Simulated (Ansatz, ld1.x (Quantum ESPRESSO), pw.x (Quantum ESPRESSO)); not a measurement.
# Au: does the TM potential hold in the solid?

Au (Z = 79), norm-conserving Troullier–Martins (Kleinman–Bylander form), made with ld1.x (Quantum ESPRESSO) 7.5 (PBE, scalar-relativistic). Core [Xe] 4f14, reference 5d10 6s0.75 6p0 (charge +0.25). Waves: 6p (bound, empty): rc 3.15 bohr; 5d (bound): rc 1.54 bohr; 6s (bound): rc 2.15 bohr. Local part: the s channel. Core correction: none.

Crystal test: diamond Au in pw.x 7.5, no spin, 8³ k-points, Fermi–Dirac smearing 0.01 Ry, cutoffs 85/340 Ry. The reference is all-electron LAPW (Ansatz 0.2.0) with the same functional, mesh and smearing; V0 and B0 come from Birch–Murnaghan fits to the pressures at five volumes. Errors are pseudo minus all-electron; Δ is the rms difference of the E(V) curves that follow from these fits, minima aligned, over ±6 % about the mean V0. Mesh and smearing are coarse, so the numbers serve the comparison and aren't converged zero-temperature values; the lattice is a test structure that the element need not adopt.

All-electron: a0 = 6.160 Å (V0 = 29.22 Å³/atom), B0 = 52.6 GPa.

Task: How far does the potential miss the all-electron equation of state?

Result: mean pressure error (GPa): +1.70; a0 (Å): 6.221; a0 error (%): +0.99; B0 error (%): -2.4; Δ (meV/atom): 10.1. The largest radius (3.15 bohr) exceeds half the bond length (2.52 bohr), so the spheres overlap, which is one possible source of error among others. This is a poor potential for the solid.

```csv
V (Å³/atom),P all-electron (GPa),P pseudo (GPa)
27.723,3.21,5.36
28.452,1.50,3.40
29.182,0.06,1.73
29.912,-1.15,0.32
30.641,-2.18,-0.88
```

Task: At the middle volume, how do free energy and pressure move when the wave cutoff is lowered (ecutrho kept at four times it)?

Result:

| cutoff (Ry) | shift of F (meV/atom) | shift of P (GPa) |
| --- | --- | --- |
| 38 | +440.6 | -17.98 |
| 51 | +35.1 | +0.04 |
| 68 | +15.6 | -0.33 |

Input at the middle volume:

```
&control
  calculation='scf', prefix='x', pseudo_dir='./', outdir='./tmp', tstress=.true., disk_io='none'
/
&system
  ibrav=0, nat=2, ntyp=1, ecutwfc=85, ecutrho=340, nbnd=20,
  occupations='smearing', smearing='fd', degauss=0.01
/
&electrons
  conv_thr=1e-09, mixing_beta=0.4, electron_maxstep=70
/
ATOMIC_SPECIES
Au 1.0 Au.UPF
CELL_PARAMETERS angstrom
  0.00000000 3.07873057 3.07873057
  3.07873057 0.00000000 3.07873057
  3.07873057 3.07873057 0.00000000
ATOMIC_POSITIONS crystal
Au 0.0000 0.0000 0.0000
Au 0.2500 0.2500 0.2500
K_POINTS automatic
8 8 8 0 0 0
```

```bash
pw.x < Au.scf.in > Au.scf.out
```

Lines of the output:

```
Message from routine setup:
     using ibrav=0 with symmetry is DISCOURAGED, use correct ibrav instead
     lattice parameter (alat)  =       8.2278  a.u.
     unit-cell volume          =     393.8598 (a.u.)^3
     number of electrons       =        22.00
     number of Kohn-Sham states=           20
     kinetic-energy cutoff     =      85.0000  Ry
     charge density cutoff     =     340.0000  Ry
     scf convergence threshold =      1.0E-09
     Exchange-correlation= PBE
     number of k points=    29  Fermi-Dirac smearing, width (Ry)=  0.0100
     iteration #  1     ecut=    85.00 Ry     beta= 0.40
     total energy              =    -133.28152261 Ry
     estimated scf accuracy    <       0.54298637 Ry
     iteration #  2     ecut=    85.00 Ry     beta= 0.40
     total energy              =    -133.39501472 Ry
     estimated scf accuracy    <       0.00326000 Ry
     iteration #  3     ecut=    85.00 Ry     beta= 0.40
     total energy              =    -133.39599617 Ry
     estimated scf accuracy    <       0.00051741 Ry
     iteration #  4     ecut=    85.00 Ry     beta= 0.40
     total energy              =    -133.39603346 Ry
     estimated scf accuracy    <       0.00008570 Ry
     iteration #  5     ecut=    85.00 Ry     beta= 0.40
     total energy              =    -133.39603972 Ry
     estimated scf accuracy    <       0.00000653 Ry
     iteration #  6     ecut=    85.00 Ry     beta= 0.40
     total energy              =    -133.39604169 Ry
     estimated scf accuracy    <       0.00000092 Ry
     iteration #  7     ecut=    85.00 Ry     beta= 0.40
     total energy              =    -133.39604174 Ry
     estimated scf accuracy    <       0.00000009 Ry
     iteration #  8     ecut=    85.00 Ry     beta= 0.40
     total energy              =    -133.39604176 Ry
     estimated scf accuracy    <          1.5E-09 Ry
     iteration #  9     ecut=    85.00 Ry     beta= 0.40
     the Fermi energy is     6.6011 ev
!    total energy              =    -133.39604176 Ry
     estimated scf accuracy    <          3.9E-10 Ry
     smearing contrib. (-TS)   =      -0.00385705 Ry
     The total energy is F=E-TS. E is the sum of the following terms:
     one-electron contribution =     -33.87907075 Ry
     hartree contribution      =      33.44143669 Ry
     xc contribution           =     -20.92166738 Ry
     ewald contribution        =    -112.03288326 Ry
     convergence has been achieved in   9 iterations
          total   stress  (Ry/bohr**3)                   (kbar)     P=       17.30
     Message from routine punch:
     Nothing written, as per user request (disk_io='none')
```

The run at the middle volume (29 k-points, 9 iterations) took about 44 s on one core of a shared host (Neoverse-V2, 32 threads, 247 GiB, load 14).
